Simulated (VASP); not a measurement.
Runs of VASP 6.6.1 on Be. It takes space group P4/mmm (No. 123, tetragonal). Conventional cell: a = 2.021 Å, b = 2.021 Å, c = 2.662 Å, α = 90.00°, β = 90.00°, γ = 90.00°. Around Be (site symmetry 4/mmm) lie 4 Be at 2.02 Å. The cell was built by a generator and needn't be a form met in nature.

| task | level | potentials or basis | cell | cutoff (eV) | smearing | gap on the mesh (eV) | pressure (GPa) | relaxed volume (Å³/atom) |
| --- | --- | --- | --- | --- | --- | --- | --- | --- |
| relaxation of cell and atoms | PW91 | VASP PAW PBE potentials, release 64 (Be) | relaxed | 600 | fermi-dirac 0.05 eV | none | 0.0 | 10.99 |
| relaxation of cell and atoms | vdW-DF-cx | VASP PAW PBE potentials, release 64 (Be) | relaxed | 600 | fermi-dirac 0.05 eV | none | 0.0 | 11.13 |
| relaxation of cell and atoms | rev-vdW-DF2 | VASP PAW PBE potentials, release 64 (Be) | relaxed | 600 | fermi-dirac 0.05 eV | none | 0.1 | (a) |
| relaxation of cell and atoms | PBEsol | VASP PAW PBE potentials, release 64 (Be) | relaxed | 600 | fermi-dirac 0.05 eV | none | 0.0 | (b) |
| relaxation of the atoms | RPBE+D4 | VASP PAW PBE potentials, release 64 (Be) | atoms relaxed | 520 | fermi-dirac 0.02 eV | none | -3.9 | - |
| relaxation of cell and atoms | optB88-vdW | VASP PAW PBE potentials, release 64 (Be) | relaxed | 600 | fermi-dirac 0.05 eV | none | -0.1 | 11.31 |
| relaxation of cell and atoms | AM05 | VASP PAW PBE potentials, release 64 (Be) | relaxed | 600 | fermi-dirac 0.05 eV | none | 0.0 | 10.62 |
| single point | PBE | VASP PAW PBE potentials, release 64 (Be) | as given | 520 | fermi-dirac 0.05 eV | none | 0.2 | - |
| relaxation of cell and atoms | revPBE | VASP PAW PBE potentials, release 64 (Be) | relaxed | 600 | fermi-dirac 0.05 eV | none | 0.0 | 11.14 |
| relaxation of cell and atoms | PBE | VASP PAW PBE potentials, release 64 (Be) | relaxed | 600 | fermi-dirac 0.05 eV | none | 0.1 | (c) |
| relaxation of cell and atoms | PBE | VASP PAW PBE potentials, release 64 (Be) | relaxed | 600 | methfessel-paxton 0.2 eV | none | 0.2 | 10.87 |
| relaxation of cell and atoms | LDA | VASP PAW LDA potentials, release 64 (Be) | relaxed | 600 | fermi-dirac 0.05 eV | none | 0.0 | 10.41 |

Alike in all rows: no spin polarisation; k mesh 13 × 13 × 10.

Problem. Fill in the values left out.

Solution. (a) 10.97; (b) 10.73; (c) 10.89.

Caveats: the PAW data sets were made with another functional, which shifts forces and pressure a little (some runs); pairwise dispersion overbinds metals, which lowers pressure and volume (some runs).

A k mesh can miss the band edges.

A gap of «none» marks a metal or a gap under the smearing width.

Not every run made on this cell is shown here.
